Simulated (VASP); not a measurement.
## Te and the effect of the share of exact exchange

Space group P4/nmm:1 (No. 129). a = 5.850 Å, b = 5.850 Å, c = 4.791 Å, α = 90.00°, β = 90.00°, γ = 90.00°
```
atom  site  symmetry       x       y       z
  Te    2a      -4m2  0.0000  0.0000  0.0000
  Te    2c       4mm  0.0000  0.5000  0.8300
```

This isn't the form of Te at room conditions, which is trigonal, of chains.

Kept alike: task single point; functional PBE0(alpha); k mesh 3 × 3 × 3; occupations fermi-dirac, width 0.05 eV; no spin polarisation. Program: VASP, PBE PAW files Te, 520 eV. The mesh is that of the run's cell of 4 atoms. No spin-orbit coupling.

```csv
"share of exact exchange, α",pressure (GPa)
0.05,-0.65
0.1,-1.05
0.15,-1.48
0.2,-1.91
0.25,-2.34
0.3,-2.78
0.4,-3.69
0.5,-4.63
```

The k mesh is coarse, so the values aren't converged. Pressure is positive in compression; the values hold the error of the finite cutoff, so their zero can differ a little from the energy's minimum. All rows use potentials made for PBE. The mesh is thin for exact exchange.

The pressure falls from -0.65 to -4.63 GPa between 0.05 and 0.5. Exact exchange shortens the bonds here, so the pressure at fixed cell falls.
